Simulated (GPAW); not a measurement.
## Quasiparticle gap of BaTe (Fm-3m) in GPAW

How does a plane-wave GW calculation on BaTe (Fm-3m) run from the first input to the gap?

Calculated with GPAW 26.7.0; PBE and many-body steps on it, plane waves.

The database entry behind the starting cell differs from later determinations by our own check (about 0.2 % short), so it need not match the best structure at ambient conditions.

## (1) The starting structure

The structure is cubic, space group Fm-3m (No. 225). Conventional cell: a = 6.986 Å, b = 6.986 Å, c = 6.986 Å, α = 90.00°, β = 90.00°, γ = 90.00°. Nearest to Ba lie 6 Te at 3.49 Å. Nearest to Te lie 6 Ba at 3.49 Å. Farther neighbours and most contacts between anions are not listed.

The cell and positions come from the Crystallography Open Database and are kept as given unless a step says otherwise. Spin-orbit coupling is left out unless a step names it.

## (2) Ground state

This step: GPAW 26.7.0; DFT, PBE, plane waves, PAW.

The ground-state density comes first.

File run.py:

```python
import json
import numpy as np
from gpaw.mpi import world
from ase import Atoms
from gpaw import GPAW, PW, FermiDirac

atoms = Atoms(['Ba', 'Te'],
    cell=[[0.0000000000, 3.4930000000, 3.4930000000],
      [3.4930000000, 0.0000000000, 3.4930000000],
      [3.4930000000, 3.4930000000, 0.0000000000]],
    scaled_positions=[[0.0000000000, 0.0000000000, 0.0000000000],
      [0.5000000000, 0.5000000000, 0.5000000000]],
    pbc=(True, True, True))
calc = GPAW(mode=PW(450),
    xc='PBE',
    kpts={'size': (6, 6, 6), 'gamma': True},
    occupations=FermiDirac(0.001),
    nbands=-7,
    convergence={'density': 1e-6, 'bands': -3},
    maxiter=100,
    txt='gs.txt')
atoms.calc = calc
res = {'energy': atoms.get_potential_energy()}
kpts = calc.get_ibz_k_points()
res['kpts'] = kpts
res['eigenvalues'] = [calc.get_eigenvalues(kpt=k) for k in range(len(kpts))]
res['n_electrons'] = calc.get_number_of_electrons()
calc.write('gs.gpw')

if world.rank == 0:
    with open('result.json', 'w') as f:
        json.dump(res, f, default=lambda x: x.tolist())
```

The run is started by

```console
$ mpirun -n 4 gpaw python run.py
```

Numbers of over 12 decimals in the logs are rounded to 6 here.

The log of the run:

```text
__  _  _
 | _ |_)|_||  |
 |__||  | ||/\| - 26.7.0

Input parameters:
  mode=PW(ecut=450.000000),
  convergence={'density': 1e-06, 'bands': -3},
  kpts=MonkhorstPack(size=(6, 6, 6), gamma=True),
  maxiter=100,
  nbands=-7,
  occupations=Occupations(name='fermi-dirac', width=0.001, fixmagmom=False),
  xc=XC(name='PBE')
  [... matrices ...]
Diagonalizing LCAO Hamiltonian
Converting LCAO to pw mode

                  Te

       Ba

Atoms  # Å, Bohr magnetons
|   | symbol |        x |        y |        z |    initial magnetic moments |
| 0 |     Ba | 0.000000 | 0.000000 | 0.000000 | ( 0.0000,  0.0000,  0.0000) |
| 1 |     Te | 3.493000 | 3.493000 | 3.493000 | ( 0.0000,  0.0000,  0.0000) |

Unit cell  # Å
| periodic |        x |        y |        z |  lengths |    angles |
|      yes | 0.000000 | 3.493000 | 3.493000 | 4.939848 | 60.000000 |
|      yes | 3.493000 | 0.000000 | 3.493000 | 4.939848 | 60.000000 |
|      yes | 3.493000 | 3.493000 | 0.000000 | 4.939848 | 60.000000 |

Number of symmetries: 48
Symmetry operations  # r_c * U_cc + t_c -> r_c
|    | kind |            matrix            |
|  0 |  σ   |  1, 0, 0,  1, 0,-1,  1,-1, 0 |
|  1 |  C2  |  1, 0, 0,  1,-1, 0,  1, 0,-1 |
|  2 |  E   |  1, 0, 0,  0, 1, 0,  0, 0, 1 |
|  3 |  σ   |  1, 0, 0,  0, 0, 1,  0, 1, 0 |
|  4 |  C4  |  1, 0,-1,  1, 0, 0,  1,-1, 0 |
|  5 |  S6  |  1, 0,-1,  1,-1, 0,  1, 0, 0 |
|  6 |  σ   |  1, 0,-1,  0, 1,-1,  0, 0,-1 |
|  7 |  C3  |  1, 0,-1,  0, 0,-1,  0, 1,-1 |
|  8 |  S6  |  1,-1, 0,  1, 0, 0,  1, 0,-1 |
|  9 |  C4  |  1,-1, 0,  1, 0,-1,  1, 0, 0 |
| 10 |  C3  |  1,-1, 0,  0,-1, 1,  0,-1, 0 |
| 11 |  σ   |  1,-1, 0,  0,-1, 0,  0,-1, 1 |
| 12 |  σ   |  0, 1, 0,  1, 0, 0,  0, 0, 1 |
| 13 |  C4  |  0, 1, 0,  0, 1,-1, -1, 1, 0 |
| 14 |  C3  |  0, 1, 0,  0, 0, 1,  1, 0, 0 |
| 15 |  S6  |  0, 1, 0, -1, 1, 0,  0, 1,-1 |
| 16 |  C2  |  0, 1,-1,  1, 0,-1,  0, 0,-1 |
| 17 |  σ   |  0, 1,-1,  0, 1, 0, -1, 1, 0 |
| 18 |  S4  |  0, 1,-1,  0, 0,-1,  1, 0,-1 |
| 19 |  C4  |  0, 1,-1, -1, 1, 0,  0, 1, 0 |
| 20 |  C3  |  0, 0, 1,  1, 0, 0,  0, 1, 0 |
| 21 |  σ   |  0, 0, 1,  0, 1, 0,  1, 0, 0 |
| 22 |  S6  |  0, 0, 1,  0,-1, 1, -1, 0, 1 |
| 23 |  C4  |  0, 0, 1, -1, 0, 1,  0,-1, 1 |
| 24 |  S4  |  0, 0,-1,  1, 0,-1,  0, 1,-1 |
| 25 |  C3  |  0, 0,-1,  0, 1,-1,  1, 0,-1 |
| 26 |  C2  |  0, 0,-1,  0,-1, 0, -1, 0, 0 |
| 27 |  S6  |  0, 0,-1, -1, 0, 0,  0,-1, 0 |
| 28 |  S4  |  0,-1, 1,  1,-1, 0,  0,-1, 0 |
| 29 |  C4  |  0,-1, 1,  0, 0, 1, -1, 0, 1 |
| 30 |  C2  |  0,-1, 1,  0,-1, 0,  1,-1, 0 |
| 31 |  σ   |  0,-1, 1, -1, 0, 1,  0, 0, 1 |
| 32 |  C3  |  0,-1, 0,  1,-1, 0,  0,-1, 1 |
| 33 |  S6  |  0,-1, 0,  0, 0,-1, -1, 0, 0 |
| 34 |  S4  |  0,-1, 0,  0,-1, 1,  1,-1, 0 |
| 35 |  C2  |  0,-1, 0, -1, 0, 0,  0, 0,-1 |
| 36 |  C2  | -1, 1, 0,  0, 1, 0,  0, 1,-1 |
| 37 |  S6  | -1, 1, 0,  0, 1,-1,  0, 1, 0 |
| 38 |  S4  | -1, 1, 0, -1, 0, 1, -1, 0, 0 |
| 39 |  C3  | -1, 1, 0, -1, 0, 0, -1, 0, 1 |
| 40 |  S6  | -1, 0, 1,  0, 0, 1,  0,-1, 1 |
| 41 |  C2  | -1, 0, 1,  0,-1, 1,  0, 0, 1 |
| 42 |  C3  | -1, 0, 1, -1, 1, 0, -1, 0, 0 |
| 43 |  S4  | -1, 0, 1, -1, 0, 0, -1, 1, 0 |
| 44 |  C2  | -1, 0, 0,  0, 0,-1,  0,-1, 0 |
| 45 |  i   | -1, 0, 0,  0,-1, 0,  0, 0,-1 |
| 46 |  σ   | -1, 0, 0, -1, 1, 0, -1, 0, 1 |
| 47 |  C2  | -1, 0, 0, -1, 0, 1, -1, 1, 0 |

BZ-sampling:
  Number of BZ points: 216
  Number of IBZ points: 16

  Monkhorst-Pack size: [6, 6, 6]
  Monkhorst-Pack shift: [0.083333, 0.083333, 0.083333]

K-points  # in reciprocal-cell coordinates
|     |                                coordinates |     weight |
|   0 | (  0.00000000,   0.00000000,   0.00000000) | 0.00462963 |
|   1 | (  0.16666667,   0.16666667,   0.00000000) | 0.02777778 |
|   2 | (  0.16666667,   0.16666667,   0.16666667) | 0.03703704 |
|   3 | (  0.33333333,   0.16666667,   0.16666667) | 0.05555556 |
|   4 | (  0.33333333,   0.33333333,  -0.33333333) | 0.05555556 |
|   5 | (  0.33333333,   0.33333333,   0.00000000) | 0.02777778 |
|   6 | (  0.33333333,   0.33333333,   0.16666667) | 0.11111111 |
|   7 | (  0.33333333,   0.33333333,   0.33333333) | 0.03703704 |
|   8 | (  0.50000000,   0.33333333,  -0.33333333) | 0.11111111 |
|   9 | (  0.50000000,   0.33333333,  -0.16666667) | 0.05555556 |
| ... |                                            |            |
|  15 | (  0.50000000,   0.50000000,   0.50000000) | 0.01851852 |

Plane wave coefficients: 1873
Cutoff: 450.000000 eV

Spin-components: 1 (collinear spins)
Bands:           15
Projectors:      11
Spin-degeneracy: 2
Datatype:        complex128

  Storage: CPU
  Wave functions: 7_054_080 bytes (1_763_520 per core)
  Projectors: 10_345_984 bytes (2_586_496 per core)
  [... matrices ...]
Parallelization:
  kpt:    4
  domain: 1
  band:   1

Density:
  Valence electrons: 16.0
  Components: 1
  Grid points: [25 25 25]
  Charge: 0.0  # |e|

Potential:
  Grid points: [25 25 25]

species:
  Ba:
    name:    Barium
    Z:       56.0
    valence: 10
    core:    46
    charge:  0.0  # [|e|]
    compensation charges:
      type: gauss
      rc: 0.37  # [Å]
      lmax: 2
    cutoffs:
      filter: 2.06  # [Å]
      core: 2.33  # [Å]
    projectors
    | kind |    occ | energy [eV] | rcut [Å] |
    |   5s |  2.000 |     -33.644 |    1.164 |
    |   6s |  2.000 |      -3.229 |    1.164 |
    |   5p |  6.000 |     -18.744 |    1.164 |
    |    p |        |       0.000 |    1.164 |
    |    d |        |       0.000 |    1.164 |
    |    d |        |      27.211 |    1.164 |

    Using partial waves for Ba as LCAO basis

  Te:
    name:    Tellurium
    Z:       52.0
    valence: 6
    core:    46
    charge:  0.0  # [|e|]
    compensation charges:
      type: gauss
      rc: 0.36  # [Å]
      lmax: 2
    cutoffs:
      filter: 2.09  # [Å]
      core: 3.17  # [Å]
    projectors
    | kind |    occ | energy [eV] | rcut [Å] |
    |   5s |  2.000 |     -15.089 |    1.180 |
    |   5p |  4.000 |      -5.955 |    1.196 |
    |    s |        |      12.123 |    1.180 |
    |    p |        |      21.256 |    1.196 |
    |    d |        |       0.000 |    1.238 |

    Using partial waves for Te as LCAO basis

Reference energy: -406068.525945  # eV

eigensolver:
  PPCG
  Converge bands: -3
  niter=2

density mixing:
  MSR1-Mixer
  Pratt-step length: 0.05
  Maximum mixing coefficient: 0.75
  Old densities: 10
  SVD Regularization: 0.005
  Good broyden scale: 1.0
  Trust region scale: 1.0
  Backstep threshold: 4.0
  History deletion threshold: 6.0
  Fourier metric: weight=20.0, sigma=0.015

occupation numbers:
  Fermi-Dirac:
    width: 0.0010  # eV

poisson solver:
  ecut: 3600.000000  # eV

xc functional:
  name: PBE with 2 nearest neighbor stencil

Initialization done in: 1.166 s

convergence criteria:
- Maximum integral of absolute [dens]ity change: 1e-06 electrons / valence electron
- Maximum [total energy] change in last 3 cyles: 0.0005 eV / valence electron
- Maximum integral of absolute [eigenst]ate change: 4e-08 eV^2 / valence electron
maximum number of iterations: 100

SCF iterations
|iter     |     time |      energy | eigst |  dens |
|iter:   1|  |   -8.769204 | +1.80 |       |
|iter:   2|  |   -8.762816 | +0.34 | -1.13 |
|iter:   3|  |   -8.650031 | -0.07 | -1.17 |
|iter:   4|  |   -8.650017 | -0.90 | -1.63 |
|iter:   5|  |   -8.651013c| -1.28 | -2.14 |
|iter:   6|  |   -8.651142c| -3.11 | -2.73 |
|iter:   7|  |   -8.651146c| -4.56 | -3.64 |
|iter:   8|  |   -8.651147c| -5.82 | -4.07 |
|iter:   9|  |   -8.651147c| -6.85 | -5.01 |
|iter:  10|  |   -8.651147c| -7.65c| -5.69 |
|iter:  11|  |   -8.651147c| -8.54c| -6.50c|

Converged in 11 steps
SCF loop duration: 2.727 s (0.248 s/step)
Energy contributions relative to reference atoms: (reference = -406068.525945)
  [... matrices ...]
Energy contributions:
  Kinetic:          15.036175
  Coulomb:         -13.569592
  Zero:              0.120831
  External:          0.000000
  Xc:              -10.238561
  Entropy:          -0.000000
  Spinorbit:         0.000000
  ----------------------------
  Free energy:      -8.651147
  Extrapolated:     -8.651147

dipole moment: (-42.262417, -42.262417, -42.262417)  # |e|*Ang

Fermi level: 5.905
Eigenvalues  # (at kpt = [0.000, 0.000, 0.000])
| band index |      eig [eV] | occ [0-2] |
|          0 |       -22.259 |     2.000 |
|          1 |        -7.443 |     2.000 |
|          2 |        -7.443 |     2.000 |
|          3 |        -7.443 |     2.000 |
|          4 |        -4.821 |     2.000 |
|          5 |         4.697 |     2.000 |
|          6 |         4.697 |     2.000 |
|          7 |         4.697 |     2.000 |
|          8 |         7.643 |     0.000 |
|          9 |         7.643 |     0.000 |
|         10 |         7.643 |     0.000 |
|         11 |         7.656 |     0.000 |
|         12 |         8.266 |     0.000 |
|         13 |         8.266 |     0.000 |
|         14 |        11.641 |     0.000 |

Gap: 1.529 eV
Transition (v -> c):
  (s=0, k=0, n=7, [0.00, 0.00, 0.00]) -> (s=0, k=12, n=8, [0.50, 0.50, 0.00])
Direct/indirect transitions are different
Direct gap: 1.906 eV
Transition at: (s=0, k=12, n=7, [0.50, 0.50, 0.00])
# Writing to gs.gpw (mode='')
  [... matrices ...]
```

Run time: 5.8 s. Hardware: 4 MPI ranks of Arm Neoverse V1, shared host; peak memory 0.64 GiB.

This step gave:

- total energy: -8.651 eV
- gap: 1.529 eV
- k of the valence top: 0, 0, 0
- k of the conduction bottom: 0.5, 0.5, 0
- least direct gap: 1.906 eV

The gap is indirect, with the least direct gap 0.38 eV higher.

## (3) Empty states on the mesh, 4×4×4 mesh, 401 bands

The sums over transitions need many empty states on a uniform mesh; this step solves for them.

File run.py:

```python
import json
import numpy as np
from gpaw.mpi import world
from gpaw import GPAW

calc = GPAW('gs.gpw').fixed_density(kpts={'size': (4, 4, 4), 'gamma': True},
    parallel={'domain': 1, 'band': 1},
    txt='nscf.txt')
calc.diagonalize_full_hamiltonian(nbands=401)
calc.write('full.gpw', mode='all')
res = {}
kpts = calc.get_ibz_k_points()
res['kpts'] = kpts
res['eigenvalues'] = [calc.get_eigenvalues(kpt=k) for k in range(len(kpts))]
res['n_electrons'] = calc.get_number_of_electrons()

if world.rank == 0:
    with open('result.json', 'w') as f:
        json.dump(res, f, default=lambda x: x.tolist())
```

The run is started by

```console
$ mpirun -n 4 gpaw python run.py
```

The log of the run:

```text
Diagonalizing LCAO Hamiltonian
Converting LCAO to pw mode
convergence criteria:
- Maximum integral of absolute [eigenst]ate change: 4e-08 eV^2 / valence electron
maximum number of iterations: 100

SCF iterations
|iter     |     time |      energy | eigst |  dens |
|iter:   1|  |             | +1.86 |       |
|iter:   2|  |             | +0.33 |       |
|iter:   3|  |             | +0.15 |       |
[...]
|iter:  11|  |             | -6.43 |       |
|iter:  12|  |             | -7.24 |       |
|iter:  13|  |             | -7.78c|       |
SCF steps: 13
  __  _  _
 | _ |_)|_||  |
 |__||  | ||/\| - 26.7.0

Input parameters:
  mode=PW(ecut=450.000000),
  convergence={'density': 1e-06, 'bands': -3},
  gpts=array([25, 25, 25]),
  kpts=MonkhorstPack(size=(4, 4, 4), gamma=True),
  maxiter=100,
  nbands=15,
  occupations=Occupations(name='fermi-dirac', width=0.001, fixmagmom=False),
  parallel={'domain': 1, 'band': 1},
  xc=XC(name='PBE')
Matrix size: 1837x1837
# Writing to full.gpw (mode='all')
  [... matrices ...]

timing:  # [seconds]
  Total: 13.961  # ━━━━━━━━━━━━━━━━━━━━━━━━━━━━━━━━━━━━━━━━━━━━━━━━━━━━━━━━━━
```

Run time: 18 s. Hardware: 4 MPI ranks; peak memory 1.8 GiB; 73 s of CPU time.

This step gave:

| Quantity | Value |
| --- | --- |
| gap | 1.529 eV |
| k of the valence top | 0, 0, 0 |
| k of the conduction bottom | 0.5, 0.5, 0 |
| least direct gap | 1.906 eV |
| k points computed | 8 |
| lowest point of the top converged band, above the valence top | 150.4748 eV |

On this mesh the gap is 1.529 eV.

## (4) Screening and self-energy, 4×4×4 mesh, 182 bands, screening to 96 eV

Now the one-shot GW correction: screening in the RPA, then the self-energy of the levels asked for.

This step: G0W0 on PBE, plane waves, PAW.

File run.py:

```python
import json
import numpy as np
from gpaw.mpi import world
from gpaw.response.g0w0 import G0W0

gw = G0W0('full.gpw',
    filename='gw',
    kpts=[0, 5],
    bands=(6, 10),
    ecut=96,
    nbands=182,
    integrate_gamma='WS',
    ppa=True)
gw.calculate()
res = {mode: {k: v for k, v in r.items() if k != 'sigma_eskwn'}
       for mode, r in gw.all_results.items()}

if world.rank == 0:
    with open('result.json', 'w') as f:
        json.dump(res, f, default=lambda x: x.tolist())
```

The run is started by

```console
$ mpirun -n 4 gpaw python run.py
```

The log of the run:

```text
Using integrator: PointIntegrator
FrequencyGridDescriptor(from 0.000+0.000j to 0.000+27.211j eV, 2 points)
Nonperiodic BCs:  [False False False]
Using integrator: PointIntegrator
FrequencyGridDescriptor(from 0.000+0.000j to 0.000+27.211j eV, 2 points)
Nonperiodic BCs:  [False False False]
  ___  _ _ _
 |   || | | |
 | | || | | |
 |__ ||_____|
 |___|

BZ k-points: Symmetries present (total): 48

  [... matrices ...]
64 k-points: 4 x 4 x 4 Monkhorst-Pack grid + [1/8,1/8,1/8]
8 k-points in the irreducible part of the Brillouin zone
       k-points in crystal coordinates                weights
   0:     0.00000000    0.00000000    0.00000000          1/64
   1:     0.25000000    0.25000000    0.00000000          6/64
   2:     0.25000000    0.25000000    0.25000000          8/64
   3:     0.50000000    0.25000000   -0.25000000          6/64
   4:     0.50000000    0.25000000    0.25000000         12/64
   5:     0.50000000    0.50000000    0.00000000          3/64
   6:     0.50000000    0.50000000    0.25000000         24/64
   7:     0.50000000    0.50000000    0.50000000          4/64

Distributing spins, k-points and bands (1 x 2 x 4) over 4 processes
Number of blocks: 1

Quasi particle states:
k-points (IBZ indices): [0, 5]
Band range: (6, 10)
  [... matrices ...]
Computational parameters:
Plane wave cut-off: 96 eV
Number of bands: 182
Coulomb cutoff: None
Broadening: 0.1 eV

fxc modes: GW
Kernel: RPA
Using Godby-Needs plasmon-pole approximation:
  Fitting energy: i*E0, E0 = 1.000 Hartree
Summing all q:

Calculating screened Coulomb potential
No Coulomb truncation
FrequencyGridDescriptor(from 0.000+0.000j to 0.000+27.211j eV, 2 points)
Removing empty qpoint cache files...

Calculating chi0 body with:
    Ground state adapter containing:
    Number of spins: 1
    Number of kpoints: 64
    Number of irreducible kpoints: 8
    Number of completely occupied states: 8
    Number of partially occupied states: 8
    Occupied states memory: 1.907349 M / cpu

    Linear response parametrization:
    q_c: [0.0, 0.0, 0.0]
    Number of frequency points: 2
    Planewave cutoff: 96.0
    Number of bands: 182
    Number of planewaves: 169
    Broadening (eta): 1e-06
    comm.size: 4
    kncomm.size: 4
    blockcomm.size: 1

    Memory estimate of potentially large arrays:
        chi0_wGG: 0.871613 M / cpu
Integrating chi0 body.

Symmetries of q_c:
    Direct symmetries (Uq -> q): 48
    Indirect symmetries (TUq -> q): 0
In total 48 allowed symmetries.

  [... matrices ...]
8 groups of equivalent kpoints. 87.5% reduction.

Integral kind: response function
Integrating chi0 head and wings.

Symmetries of q_c:
    Direct symmetries (Uq -> q): 48
    Indirect symmetries (TUq -> q): 0
In total 48 allowed symmetries.

  [... matrices ...]
8 groups of equivalent kpoints. 87.5% reduction.

Integral kind: response function wings

Calculating chi0 body with:
    Ground state adapter containing:
    Number of spins: 1
    Number of kpoints: 64
    Number of irreducible kpoints: 8
    Number of completely occupied states: 8
    Number of partially occupied states: 8
    Occupied states memory: 1.907349 M / cpu

    Linear response parametrization:
[... the further q-points ...]

Results:
f:      Occupation numbers
eps:     KS-eigenvalues [eV]
vxc:     KS vxc [eV]
exx:     Exact exchange [eV]
sigma:   Self-energies [eV]
dsigma:  Self-energy derivatives
Z:       Renormalization factors
qp:      QP-energies [eV]

k-point 0 (0): (0.000, 0.000, 0.000)                GW
band       f     eps     vxc     exx   sigma  dsigma       Z      qp
                                                                   GW
   6   1.000   4.697 -13.305 -15.404   1.126  -0.252   0.799   3.919
   7   1.000   4.697 -13.305 -15.404   1.126  -0.252   0.799   3.919
   8   0.000   7.643  -9.485  -5.238  -3.799  -0.232   0.811   8.007
   9   0.000   7.643  -9.485  -5.238  -3.799  -0.232   0.811   8.007

k-point 1 (5): (0.500, 0.500, 0.000)                GW
band       f     eps     vxc     exx   sigma  dsigma       Z      qp
                                                                   GW
   6   1.000   4.319 -13.055 -15.372   1.270  -0.254   0.797   3.484
   7   1.000   4.319 -13.055 -15.372   1.270  -0.254   0.797   3.484
   8   0.000   6.225  -8.305  -4.739  -3.392  -0.224   0.817   6.368
   9   0.000   9.162 -12.050  -7.323  -3.900  -0.237   0.808   9.830
```

It took 52 s on 4 MPI ranks; peak memory 1.3 GiB; 3.5 min of CPU time.

This step gave:

| Quantity | Value |
| --- | --- |
| G0W0 gap on the points computed | 2.449 eV |
| least direct G0W0 gap on the computed points | 2.884 eV |
| Z at the valence top | 0.7987 |
| Z at the conduction bottom | 0.8167 |
| starting gap on the mesh | 1.529 eV |
| k of the valence top | 0, 0, 0 |
| k of the conduction bottom | 0.5, 0.5, 0 |

The gap on the mesh goes from 1.53 eV to 2.45 eV, a correction of +0.92 eV.

Limits: finite bands, cutoff and mesh; no spin-orbit coupling. v1 is the top filled band, c1 the lowest empty one. Levels before and after the correction, in eV, zero at the valence-band top of each column:

```
           conduction bottom  valence top
Kohn-Sham               1.53         0.00
     G0W0               2.45         0.00
```

```
                       level  energy (eV)
Kohn-Sham            Γ v2-v1        0.000
Kohn-Sham            Γ c1-c2        2.946
Kohn-Sham  (0.5 0.5 0) v2-v1       -0.377
Kohn-Sham     (0.5 0.5 0) c1        1.529
Kohn-Sham     (0.5 0.5 0) c2        4.465
     G0W0            Γ v2-v1        0.000
     G0W0            Γ c1-c2        4.087
     G0W0  (0.5 0.5 0) v2-v1       -0.435
     G0W0     (0.5 0.5 0) c1        2.449
     G0W0     (0.5 0.5 0) c2        5.910
```

## (5) Where the time went

Times are wall times on 4 MPI ranks of Arm Neoverse V1, shared host, good to a factor of about two.

```
                     step   time  share  memory (GiB)
             ground state  5.8 s    8 %          0.64
 empty states on the mesh   18 s   24 %           1.8
screening and self-energy   52 s   68 %           1.3
```

## (6) Outcome

```
PBE gap              : 1.53 eV, indirect
G0W0 gap on the mesh : 2.45 eV
GW settings          : 4×4×4 mesh, 182 bands, screening to 96 eV, Godby-Needs plasmon pole
known limits         : not at the basis limit; no spin-orbit coupling
```

What this shows: G0W0 moves the gap on the mesh from 1.53 eV to 2.45 eV (+0.92 eV), with Z of 0.80 and 0.82 at the edges. Only 2 of the mesh's irreducible points were corrected, so a valley elsewhere could overtake. The dearest step here is «screening and self-energy». Bands and cutoff are finite, so the gap is not at the basis limit. The miss can reach some tenths of an eV and take either sign; the mesh is an error of its own. These stock PAW sets were not made for GW; the filled d or f shell of Te lies in the frozen core, which bears on start and correction. In the G0W0 run levels were corrected at 2 k points alone, so a gap called «on the mesh» is the least over those, and an edge elsewhere would be missed. The many-body steps are scalar-relativistic: spin-orbit coupling is not in them.

[Paths, hosts, dates, memory and timing lines, banners, echoed tables and standing remarks are left out of the program output.]

[Logs are printed without paths, hosts, clocks, repeated set-up lines and the standing remarks that a program may print on its own settings, such as how far it seeks lower states.]

[Runs of the session that timed out or met a known fault of the program may be left out.]

[Hosts, paths, dates, database ids (printed as entryN), source tags and the programs' standing remarks are cut or masked in the printed files.]
